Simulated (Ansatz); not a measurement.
I need a calculation of the dielectric tensor and Born charges of ZrO2, space group P4_2/nmc. Use Ansatz 0.2.0 through its Python package. Use: PBEsol, PAW, cutoff 550 eV, 6×6×4 k-points, fixed occupations.

```xyz
6
Lattice="3.5961 0.0000 0.0000 0.0000 3.5961 0.0000 0.0000 0.0000 5.1770" Properties=species:S:1:pos:R:3 pbc="T T T"
Zr    0.0000    0.0000    0.0000
Zr    1.7980    1.7980    2.5885
O     0.0000    1.7980    1.0509
O     0.0000    1.7980    3.6394
O     1.7980    0.0000    1.5376
O     1.7980    0.0000    4.1261
```

The script, `zro2_eps.py`:
```python
# -*- coding: utf-8 -*-
'''High-frequency dielectric tensor and Born charges of ZrO2.'''

import warnings

import ansatz as az
import numpy as np

SETTINGS = {
    'kmesh': (6, 6, 4),
    'cutoff': 550,
    'smearing': 'fixed',
}


def main():
    warnings.simplefilter('ignore', az.DeckWarning)

    lattice = az.Lattice.of(
        [3.5961, 0.0, 0.0],
        [0.0, 3.5961, 0.0],
        [0.0, 0.0, 5.177],
    )
    sites = [
        ('Zr', [0.0, 0.0, 0.0]),
        ('Zr', [0.5, 0.5, 0.5]),
        ('O', [0.0, 0.5, 0.203]),
        ('O', [0.0, 0.5, 0.703]),
        ('O', [0.5, 0.0, 0.297]),
        ('O', [0.5, 0.0, 0.797]),
    ]
    xtal = az.Crystal(lattice=lattice)
    for symbol, position in sites:
        xtal = xtal.atom(symbol, position)

    # an insulator: whole occupations
    base = (
        xtal.calculation()
        .kpoints(mesh=SETTINGS['kmesh'], center='gamma')
        .basis(SETTINGS['cutoff'])
        .pseudopotentials('paw')
        .functional(az.Functional.PBESOL)
        .occupations(SETTINGS['smearing'])
        .dielectric()
    )
    out = base.run(threads=1, backend='cpu')
    response = out.dielectric
    eps = np.asarray(response.eps_inf)

    print(f'mean eps_inf {np.trace(eps) / 3:.3f}, fraction of exact exchange 1/eps = {3 / np.trace(eps):.3f}')
    print(np.array2string(eps, precision=3, suppress_small=True))
    for index, (site, z) in enumerate(zip(out.lattice.sites, response.zstar_e)):
        print('Born charge tensor of', site.symbol, index)
        print(np.round(z, 3) + 0.0)
    print(f'charge neutrality missed by {response.zstar_sum_residual_pre_e:.4f} e before the sum rule')


if __name__ == '__main__':
    main()
```

Output of `python zro2_eps.py`:
```text
mean eps_inf 5.612, fraction of exact exchange 1/eps = 0.178
[[5.811 0.    0.   ]
 [0.    5.811 0.   ]
 [0.    0.    5.214]]
Born charge tensor of Zr 0
[[5.76 0.   0.  ]
 [0.   5.76 0.  ]
 [0.   0.   4.99]]
Born charge tensor of Zr 1
[[5.76 0.   0.  ]
 [0.   5.76 0.  ]
 [0.   0.   4.99]]
Born charge tensor of O 2
[[-2.14   0.     0.   ]
 [ 0.    -3.62   0.   ]
 [ 0.     0.    -2.495]]
Born charge tensor of O 3
[[-3.62   0.     0.   ]
 [ 0.    -2.14   0.   ]
 [ 0.     0.    -2.495]]
Born charge tensor of O 4
[[-2.14   0.     0.   ]
 [ 0.    -3.62   0.   ]
 [ 0.     0.    -2.495]]
Born charge tensor of O 5
[[-3.62   0.     0.   ]
 [ 0.    -2.14   0.   ]
 [ 0.     0.    -2.495]]
charge neutrality missed by 0.0070 e before the sum rule
```

Reading the output:
- The run is spin-unpolarised.
- The Fermi level of a run with fixed occupations marks the highest occupied state on its mesh, not mid-gap.
- This is a high-temperature or high-pressure form, not the ambient phase.
- Averages over directions belong to no single polarisation, least of all in layered crystals.
- Pressure is positive in compression.
- The starting cell is as deposited in a crystallographic database; the results hold for this polymorph, which needn't be the stable one.
- This is the electronic (clamped-ion) response; a semilocal gap that is too small tends to raise it. The typed mesh is that of the SCF; the response is solved on denser meshes that the run picks.
- Hardware and time: 110 s on 1 thread of Arm Neoverse V1, with other jobs on the host, peak memory 1 GiB.
